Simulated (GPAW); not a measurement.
# Ga (P2_1/m) in GPAW: further runs

Aim: see how the results for Ga move with the level of theory and the settings. Levels: PBEsol+D3(BJ), PBEsol+D3(BJ)+ATM, PBEsol+D4, PBEsol. Tasks: relaxation of cell and atoms.

Everything below comes from runs of GPAW 26.7.0. Logs are shortened: lines on timing, memory, paths and dates and some standing lists are left out, and cuts for length are marked. The log counts tension as positive stress, the text compression.

### Step 1. The structure

Symmetry: P2_1/m, No. 11, monoclinic system. The conventional cell has a = 2.778 Å, b = 3.282 Å, c = 4.210 Å, α = 90.00°, β = 108.61°, γ = 90.00°. Ga (site symmetry m) has 8 Ga at 2.71 to 2.84 Å as nearest neighbours.

This isn't the form of Ga at room conditions, which is orthorhombic.

### Step 2. Relaxation of cell and atoms, PBEsol+D3(BJ)

run.py

```python
from ase import Atoms
from ase.calculators.mixing import SumCalculator
from ase.filters import FrechetCellFilter
from ase.io import write
from ase.optimize import BFGS
from dftd3.ase import DFTD3
from gpaw import GPAW, PW, setup_paths

setup_paths.insert(0, '.')

atoms = Atoms(['Ga', 'Ga'],
              cell=[[2.7784220849, 0.0, 0.0],
                    [0.0, 3.28160879, 0.0],
                    [-1.3434310986, 0.0, 3.9902731763]],
              scaled_positions=[[0.13459627, 0.75, 0.77016683],
                                [0.86540373, 0.25, 0.22983317]],
              pbc=True)

calc = GPAW(mode=PW(600),
            xc='PBEsol',
            kpts={'size': (9, 7, 6), 'gamma': True},
            occupations={'name': 'fermi-dirac', 'width': 0.05},
            nbands=10,
            convergence={'density': 1e-05, 'forces': 0.0001},
            maxiter=150,
            txt='gpaw.txt')
atoms.calc = SumCalculator([calc, DFTD3(method='pbesol', damping='d3bj')])
opt = BFGS(FrechetCellFilter(atoms), trajectory='relax.traj', logfile='-')
done = opt.run(fmax=0.02, steps=60)
calc.write('gs.gpw')
write('result.traj', atoms)
print('Converged:', done)
print('Cell:', atoms.cell.cellpar().round(4))
print('Volume:', round(atoms.get_volume(), 4))
print(atoms.get_scaled_positions().round(5))
```

Potentials or basis: PAW data sets generated in the run's folder for this functional, pw.

Launch:

```
> gpaw-setup -f PBEsol Ga
> OMP_NUM_THREADS=1 python run.py
```

gpaw.txt:

```text
__  _  _
 | _ |_)|_||  |
 |__||  | ||/\| - 26.7.0

Input parameters:
  mode=PW(ecut=600.0),
  convergence={'density': 1e-05, 'forces': 0.0001},
  kpts=MonkhorstPack(size=(9, 7, 6), gamma=True),
  maxiter=150,
  nbands=10,
  occupations=Occupations(name='fermi-dirac', width=0.05),
  xc=XC(name='PBEsol')

Diagonalizing LCAO Hamiltonian
Converting LCAO to pw mode

        Ga

              Ga

Atoms  # Å, Bohr magnetons
|   | symbol |         x |        y |        z |    initial magnetic moments |
|---|--------|-----------|----------|----------|-----------------------------|
| 0 |     Ga | -0.660701 | 2.461207 | 3.073176 | ( 0.0000,  0.0000,  0.0000) |
| 1 |     Ga |  2.095692 | 0.820402 | 0.917097 | ( 0.0000,  0.0000,  0.0000) |

Unit cell  # Å
| periodic |         x |        y |        z |  lengths |     angles |
|----------|-----------|----------|----------|----------|------------|
|      yes |  2.778422 | 0.000000 | 0.000000 | 2.778422 |  90.000000 |
|      yes |  0.000000 | 3.281609 | 0.000000 | 3.281609 | 108.607169 |
|      yes | -1.343431 | 0.000000 | 3.990273 | 4.210355 |  90.000000 |

Number of symmetries: 2
Symmetry operations  # r_c * U_cc + t_c -> r_c
|   | kind |            matrix            |
|---|------|------------------------------|
| 0 |  E   |  1, 0, 0,  0, 1, 0,  0, 0, 1 |
| 1 |  i   | -1, 0, 0,  0,-1, 0,  0, 0,-1 |
[... 109 lines left out ...]
SCF iterations
|iter     | |      energy | eigst |  dens |force |
|---------|-|-------------|-------|-------|------|
|iter:   1| |   -6.674106 | -0.90 |       |      |
|iter:   2| |   -6.673074 | -3.23 | -1.06 |      |
|iter:   3| |   -6.661058 | -3.54 | -1.08 |      |
|iter:   4| |   -6.660287 | -4.14 | -1.60 |      |
|iter:   5| |   -6.660289c| -5.64 | -2.69 |      |
|iter:   6| |   -6.660289c| -6.71 | -3.29 |      |
|iter:   7| |   -6.660289c| -7.73c| -4.11 |      |
|iter:   8| |   -6.660289c| -8.55c| -4.54 |      |
|iter:   9| |   -6.660289c| -9.72c| -5.83c|      |
|iter:  10| |   -6.660289c|-10.50c| -6.47c|-5.42c|

Converged in 10 steps
Energy contributions relative to reference atoms: (reference = -105688.870787)

Energy contributions:
  Kinetic:          20.510949
  Coulomb:         -16.382803
  Zero:              0.013725
  External:          0.000000
  Xc:              -10.798789
  Entropy:          -0.006743
  Spinorbit:         0.000000
  ----------------------------
  Free energy:      -6.663661
  Extrapolated:     -6.660289
[... 40 lines left out ...]
Atoms  # Å, Bohr magnetons
|   | symbol |         x |        y |        z |    initial magnetic moments |
|---|--------|-----------|----------|----------|-----------------------------|
| 0 |     Ga | -0.659441 | 2.455552 | 3.062747 | ( 0.0000,  0.0000,  0.0000) |
| 1 |     Ga |  2.093789 | 0.818517 | 0.915739 | ( 0.0000,  0.0000,  0.0000) |

Unit cell  # Å
| periodic |         x |        y |        z |  lengths |     angles |
|----------|-----------|----------|----------|----------|------------|
|      yes |  2.775568 | 0.000000 | 0.000578 | 2.775568 |  90.000000 |
|      yes |  0.000000 | 3.274069 | 0.000000 | 3.274069 | 108.620486 |
|      yes | -1.341221 | 0.000000 | 3.977908 | 4.197931 |  90.000000 |

Number of symmetries: 2
Symmetry operations  # r_c * U_cc + t_c -> r_c
|   | kind |            matrix            |
|---|------|------------------------------|
| 0 |  E   |  1, 0, 0,  0, 1, 0,  0, 0, 1 |
| 1 |  i   | -1, 0, 0,  0,-1, 0,  0, 0,-1 |
[... 175 lines left out ...]
Atoms  # Å, Bohr magnetons
|   | symbol |         x |        y |        z |    initial magnetic moments |
|---|--------|-----------|----------|----------|-----------------------------|
| 0 |     Ga | -0.650971 | 2.418399 | 2.993456 | ( 0.0000,  0.0000,  0.0000) |
| 1 |     Ga |  2.082166 | 0.806133 | 0.906212 | ( 0.0000,  0.0000,  0.0000) |

Unit cell  # Å
| periodic |         x |         y |        z |  lengths |     angles |
|----------|-----------|-----------|----------|----------|------------|
|      yes |  2.757610 | -0.000001 | 0.004842 | 2.757614 |  89.999963 |
|      yes | -0.000001 |  3.224531 | 0.000001 | 3.224531 | 108.706073 |
|      yes | -1.326413 |  0.000001 | 3.894826 | 4.114492 |  90.000029 |

Number of symmetries: 2
Symmetry operations  # r_c * U_cc + t_c -> r_c
|   | kind |            matrix            |
|---|------|------------------------------|
| 0 |  E   |  1, 0, 0,  0, 1, 0,  0, 0, 1 |
| 1 |  i   | -1, 0, 0,  0,-1, 0,  0, 0,-1 |
[... 176 lines left out ...]
Atoms  # Å, Bohr magnetons
|   | symbol |         x |        y |        z |    initial magnetic moments |
|---|--------|-----------|----------|----------|-----------------------------|
| 0 |     Ga | -0.652053 | 2.424536 | 3.004026 | ( 0.0000,  0.0000,  0.0000) |
| 1 |     Ga |  2.084046 | 0.808178 | 0.907335 | ( 0.0000,  0.0000,  0.0000) |

Unit cell  # Å
| periodic |         x |         y |        z |  lengths |     angles |
|----------|-----------|-----------|----------|----------|------------|
|      yes |  2.760313 | -0.000001 | 0.004422 | 2.760317 |  89.999981 |
|      yes | -0.000001 |  3.232714 | 0.000000 | 3.232714 | 108.685736 |
|      yes | -1.328320 |  0.000001 | 3.906938 | 4.126573 |  90.000026 |

Number of symmetries: 2
Symmetry operations  # r_c * U_cc + t_c -> r_c
|   | kind |            matrix            |
|---|------|------------------------------|
| 0 |  E   |  1, 0, 0,  0, 1, 0,  0, 0, 1 |
| 1 |  i   | -1, 0, 0,  0,-1, 0,  0, 0,-1 |
[... 175 lines left out ...]
Atoms  # Å, Bohr magnetons
|   | symbol |         x |        y |        z |    initial magnetic moments |
|---|--------|-----------|----------|----------|-----------------------------|
| 0 |     Ga | -0.651760 | 2.424470 | 3.003028 | ( 0.0000,  0.0000,  0.0000) |
| 1 |     Ga |  2.084054 | 0.808156 | 0.906911 | ( 0.0000,  0.0000,  0.0000) |

Unit cell  # Å
| periodic |         x |         y |         z |  lengths |     angles |
|----------|-----------|-----------|-----------|----------|------------|
|      yes |  2.760109 | -0.000001 |  0.004703 | 2.760113 |  89.999989 |
|      yes | -0.000001 |  3.232626 | -0.000000 | 3.232626 | 108.680839 |
|      yes | -1.327813 |  0.000000 |  3.905237 | 4.124799 |  90.000035 |

Number of symmetries: 2
Symmetry operations  # r_c * U_cc + t_c -> r_c
|   | kind |            matrix            |
|---|------|------------------------------|
| 0 |  E   |  1, 0, 0,  0, 1, 0,  0, 0, 1 |
| 1 |  i   | -1, 0, 0,  0,-1, 0,  0, 0,-1 |
[... 109 lines left out ...]
SCF iterations
|iter     | |      energy | eigst |  dens |force |
|---------|-|-------------|-------|-------|------|
|iter:   1| |   -6.649494 | -5.14 |       |      |
|iter:   2| |   -6.649493 | -7.91c| -3.18 |      |
|iter:   3| |   -6.649484c| -6.96 | -3.21 |      |
|iter:   4| |   -6.649484c| -8.30c| -3.91 |      |
|iter:   5| |   -6.649484c| -8.19c| -4.46 |      |
|iter:   6| |   -6.649484c| -9.07c| -5.29c|      |
|iter:   7| |   -6.649484c| -9.61c| -6.21c|-5.17c|
[... 55 lines left out ...]
Atoms  # Å, Bohr magnetons
|   | symbol |         x |        y |        z |    initial magnetic moments |
|---|--------|-----------|----------|----------|-----------------------------|
| 0 |     Ga | -0.649959 | 2.426180 | 2.998982 | ( 0.0000,  0.0000,  0.0000) |
| 1 |     Ga |  2.084805 | 0.808725 | 0.904351 | ( 0.0000,  0.0000,  0.0000) |

Unit cell  # Å
| periodic |         x |         y |         z |  lengths |     angles |
|----------|-----------|-----------|-----------|----------|------------|
|      yes |  2.759569 | -0.000003 |  0.006654 | 2.759577 |  90.000048 |
|      yes | -0.000003 |  3.234909 | -0.000002 | 3.234909 | 108.637877 |
|      yes | -1.324720 | -0.000002 |  3.896681 | 4.115703 |  90.000108 |

Number of symmetries: 2
Symmetry operations  # r_c * U_cc + t_c -> r_c
|   | kind |            matrix            |
|---|------|------------------------------|
| 0 |  E   |  1, 0, 0,  0, 1, 0,  0, 0, 1 |
| 1 |  i   | -1, 0, 0,  0,-1, 0,  0, 0,-1 |
[... 175 lines left out ...]
Atoms  # Å, Bohr magnetons
|   | symbol |         x |        y |        z |    initial magnetic moments |
|---|--------|-----------|----------|----------|-----------------------------|
| 0 |     Ga | -0.649554 | 2.427623 | 2.998736 | ( 0.0000,  0.0000,  0.0000) |
| 1 |     Ga |  2.085318 | 0.809206 | 0.903940 | ( 0.0000,  0.0000,  0.0000) |

Unit cell  # Å
| periodic |         x |         y |         z |  lengths |     angles |
|----------|-----------|-----------|-----------|----------|------------|
|      yes |  2.759795 | -0.000003 |  0.007206 | 2.759804 |  90.000062 |
|      yes | -0.000003 |  3.236833 | -0.000003 | 3.236833 | 108.622713 |
|      yes | -1.324028 | -0.000002 |  3.895473 | 4.114336 |  90.000112 |

Number of symmetries: 2
Symmetry operations  # r_c * U_cc + t_c -> r_c
|   | kind |            matrix            |
|---|------|------------------------------|
| 0 |  E   |  1, 0, 0,  0, 1, 0,  0, 0, 1 |
| 1 |  i   | -1, 0, 0,  0,-1, 0,  0, 0,-1 |
[... 174 lines left out ...]
Atoms  # Å, Bohr magnetons
|   | symbol |         x |        y |        z |    initial magnetic moments |
|---|--------|-----------|----------|----------|-----------------------------|
| 0 |     Ga | -0.649177 | 2.429618 | 2.998397 | ( 0.0000,  0.0000,  0.0000) |
| 1 |     Ga |  2.085968 | 0.809871 | 0.903874 | ( 0.0000,  0.0000,  0.0000) |

Unit cell  # Å
| periodic |         x |         y |         z |  lengths |     angles |
|----------|-----------|-----------|-----------|----------|------------|
|      yes |  2.760171 | -0.000002 |  0.007779 | 2.760182 |  90.000071 |
|      yes | -0.000003 |  3.239494 | -0.000003 | 3.239494 | 108.606655 |
|      yes | -1.323378 | -0.000003 |  3.894496 | 4.113201 |  90.000098 |

Number of symmetries: 2
Symmetry operations  # r_c * U_cc + t_c -> r_c
|   | kind |            matrix            |
|---|------|------------------------------|
| 0 |  E   |  1, 0, 0,  0, 1, 0,  0, 0, 1 |
| 1 |  i   | -1, 0, 0,  0,-1, 0,  0, 0,-1 |
[... 109 lines left out ...]
SCF iterations
|iter     | |      energy | eigst |  dens |force |
|---------|-|-------------|-------|-------|------|
|iter:   1| |   -6.649667 | -4.54 |       |      |
|iter:   2| |   -6.649665 | -7.52c| -2.92 |      |
|iter:   3| |   -6.649648c| -6.59 | -2.95 |      |
|iter:   4| |   -6.649648c| -7.71c| -3.64 |      |
|iter:   5| |   -6.649648c| -7.96c| -4.31 |      |
|iter:   6| |   -6.649648c| -8.65c| -4.95 |      |
|iter:   7| |   -6.649648c| -9.15c| -5.88c|      |
|iter:   8| |   -6.649648c| -9.85c| -6.24c|-5.39c|
[... 43 lines left out ...]
Forces  # eV/Ang
|        x |        y |        z |
|----------|----------|----------|
| -0.00093 |  0.00000 | -0.01661 |  # Ga   0
|  0.00093 | -0.00000 |  0.01661 |  # Ga   1

# Writing to gs.gpw (mode='')
```

It took 2.6 min on 1 thread of Arm Neoverse V2, shared host; peak memory 0.35 GiB.

Results:

```
Free energy                            : -7.2995 eV
Relaxed volume                         : 17.43 Å³/atom
Relaxed cell                           : a = 2.760 Å, b = 3.239 Å, c = 4.113 Å, α = 90.00°, β = 108.61°, γ = 90.00°
Space group after relaxing (to 0.05 Å) : P2_1/m (No. 11)
Energy gained by relaxing              : 8.6 meV/atom
Ionic steps                            : 8
Pressure after relaxing                : 0.0 GPa
Largest force after relaxing           : 0.015 eV/Å
Band gap on the k mesh                 : none (metal or under the smearing width)
Dispersion energy per atom             : -0.324 eV
```

Forces on the atoms (eV/Å):
```
Ga  -0.001  0.000 -0.015
Ga   0.001  0.000  0.015
```

Stress tensor (GPa, compression positive):
```
-0.01  0.00  0.01
 0.00  0.11  0.00
 0.01  0.00 -0.07
```

The path:
```
step  energy change (eV)  largest force (eV/Å)  pressure (GPa)  volume (Å³)
   1              0.0000                0.0692           -2.61        36.38
   2             -0.0043                0.0553           -2.28        36.15
   3             -0.0165                0.0453            0.43        34.65
   4             -0.0168                0.0240           -0.05        34.88
   5             -0.0168                0.0212           -0.01        34.86
   6             -0.0171                0.0052            0.10        34.81
   7             -0.0171                0.0118            0.07        34.83
   8             -0.0172                0.0153            0.01        34.86
```

Final structure:
```
Ga
1.0
     2.76017    0.00000    0.00778
     0.00000    3.23949    0.00000
    -1.32338    0.00000    3.89450
Ga
2
Direct
  0.13381 0.75000 0.76964
  0.86619 0.25000 0.23036
```

Levels at points of the mesh, in eV from the Fermi level:
| k point | band 1 | band 2 | band 3 | band 4 | band 5 | band 6 |
| --- | --- | --- | --- | --- | --- | --- |
| (0.00, 0.00, 0.00) | -11.83 | -2.17 | -1.20 | 1.73 | 5.57 | 9.19 |
| (0.00, 0.00, 0.50) | -9.72 | -8.83 | 4.11 | 5.14 | 6.40 | 6.68 |

Caveat: later steps reuse the first step's grids; pairwise dispersion overbinds metals, which lowers pressure and volume.

### Step 3. Relaxation of cell and atoms, PBEsol+D3(BJ)+ATM

run.py, as its differences from that of step 2:

```diff
@@ -26,3 +26,3 @@
             txt='gpaw.txt')
-atoms.calc = SumCalculator([calc, DFTD3(method='pbesol', damping='d3bj')])
+atoms.calc = SumCalculator([calc, DFTD3(damping='d3bj', params_tweaks=dict(method='pbesol', atm=True))])
 opt = BFGS(FrechetCellFilter(atoms), trajectory='relax.traj', logfile='-')
```

Potentials or basis: PAW data sets generated in the run's folder for this functional, pw.

Launch:

```
> gpaw-setup -f PBEsol Ga
> OMP_NUM_THREADS=1 python run.py
```

Run time: 2.3 min. Hardware: 1 thread of Arm Neoverse V2, shared host; peak memory 0.35 GiB.

It converged, with:

* Free energy: -7.2633 eV
* Relaxed volume: 17.50 Å³/atom
* Relaxed cell: a = 2.765 Å, b = 3.242 Å, c = 4.121 Å, α = 90.00°, β = 108.61°, γ = 90.00°
* Space group after relaxing (to 0.05 Å): P2_1/m (No. 11)
* Energy gained by relaxing: 7.2 meV/atom
* Ionic steps: 7
* Pressure after relaxing: 0.0 GPa
* Largest force after relaxing: 0.012 eV/Å
* Band gap on the k mesh: none (metal or under the smearing width)
* Dispersion energy per atom: -0.304 eV

Forces in eV/Å, atoms in the order of the input:
```
Ga  -0.002  0.000 -0.012
Ga   0.002  0.000  0.012
```

Stress tensor (GPa, compression positive):
```
 0.02  0.00  0.03
 0.00  0.16  0.00
 0.03  0.00 -0.05
```

Step by step:
| step | energy change (eV) | largest force (eV/Å) | pressure (GPa) | volume (Å³) |
| --- | --- | --- | --- | --- |
| 1 | 0.0000 | 0.0691 | -2.32 | 36.38 |
| 2 | -0.0036 | 0.0551 | -2.02 | 36.18 |
| 3 | -0.0138 | 0.0457 | 0.37 | 34.84 |
| 4 | -0.0140 | 0.0250 | -0.04 | 35.04 |
| 5 | -0.0140 | 0.0218 | -0.01 | 35.03 |
| 6 | -0.0143 | 0.0106 | 0.07 | 34.99 |
| 7 | -0.0143 | 0.0123 | 0.04 | 35.01 |

Final structure:
```
CELL_PARAMETERS angstrom
2.76506 0.00000 0.00757
0.00000 3.24180 0.00000
-1.32605 0.00000 3.90162
ATOMIC_POSITIONS crystal
Ga 0.13384 0.75000 0.76961
Ga 0.86616 0.25000 0.23039
```

Levels at points of the mesh, in eV from the Fermi level:
```csv
k point,band 1,band 2,band 3,band 4,band 5,band 6
"(0.00, 0.00, 0.00)",-11.79,-2.16,-1.22,1.75,5.58,9.14
"(0.00, 0.00, 0.50)",-9.69,-8.80,4.12,5.14,6.39,6.67
```

Caveat: later steps reuse the first step's grids; pairwise dispersion overbinds metals, which lowers pressure and volume.

### Step 4. Relaxation of cell and atoms, PBEsol+D4

run.py, as its differences from that of step 3:

```diff
@@ -5,3 +5,3 @@
 from ase.optimize import BFGS
-from dftd3.ase import DFTD3
+from dftd4.ase import DFTD4
 from gpaw import GPAW, PW, setup_paths
@@ -26,3 +26,3 @@
             txt='gpaw.txt')
-atoms.calc = SumCalculator([calc, DFTD3(damping='d3bj', params_tweaks=dict(method='pbesol', atm=True))])
+atoms.calc = SumCalculator([calc, DFTD4(method='pbesol')])
 opt = BFGS(FrechetCellFilter(atoms), trajectory='relax.traj', logfile='-')
```

Launch:

```
> gpaw-setup -f PBEsol Ga
> OMP_NUM_THREADS=1 python run.py
```

Run time: 2 min. Hardware: 1 thread of Arm Neoverse V2, shared host; peak memory 0.35 GiB.

The run converged. Its results:

| Property | Result |
| --- | --- |
| Free energy | -7.2522 eV |
| Relaxed volume | 17.53 Å³/atom |
| Relaxed cell | a = 2.767 Å, b = 3.243 Å, c = 4.123 Å, α = 90.00°, β = 108.62°, γ = 90.00° |
| Space group after relaxing (to 0.05 Å) | P2_1/m (No. 11) |
| Energy gained by relaxing | 6.7 meV/atom |
| Ionic steps | 6 |
| Pressure after relaxing | 0.1 GPa |
| Largest force after relaxing | 0.012 eV/Å |
| Band gap on the k mesh | none (metal or under the smearing width) |
| Dispersion energy per atom | -0.298 eV |

Forces in eV/Å, atoms in the order of the input:
```
Ga  -0.002  0.000 -0.012
Ga   0.002  0.000  0.012
```

Stress tensor (GPa, compression positive):
```
 0.03  0.00  0.04
 0.00  0.18  0.00
 0.04  0.00 -0.03
```

Step by step:
```tsv
step	energy change (eV)	largest force (eV/Å)	pressure (GPa)	volume (Å³)
1	0.0000	0.0695	-2.22	36.38
2	-0.0033	0.0554	-1.93	36.19
3	-0.0129	0.0458	0.35	34.91
4	-0.0131	0.0254	-0.03	35.09
5	-0.0131	0.0220	-0.01	35.08
6	-0.0134	0.0120	0.06	35.05
```

Final structure:
```cif
data_structure
_symmetry_space_group_name_H-M 'P 1'
_symmetry_Int_Tables_number 1
_cell_length_a 2.7666
_cell_length_b 3.2427
_cell_length_c 4.1233
_cell_angle_alpha 90.000
_cell_angle_beta 108.617
_cell_angle_gamma 90.000
_cell_volume 35.05
loop_
_atom_site_label
_atom_site_type_symbol
_atom_site_fract_x
_atom_site_fract_y
_atom_site_fract_z
_atom_site_occupancy
Ga1 Ga 0.13385 0.75000 0.76960 1
Ga2 Ga 0.86615 0.25000 0.23040 1
```

Levels at points of the mesh, in eV from the Fermi level:
```
           k point  band 1  band 2  band 3  band 4  band 5  band 6
(0.00, 0.00, 0.00)  -11.78   -2.16   -1.23    1.75    5.58    9.13
(0.00, 0.00, 0.50)   -9.68   -8.80    4.12    5.14    6.39    6.66
```

Caveat: later steps reuse the first step's grids; pairwise dispersion overbinds metals, which lowers pressure and volume.

(Part 1 of 2 ends here.)
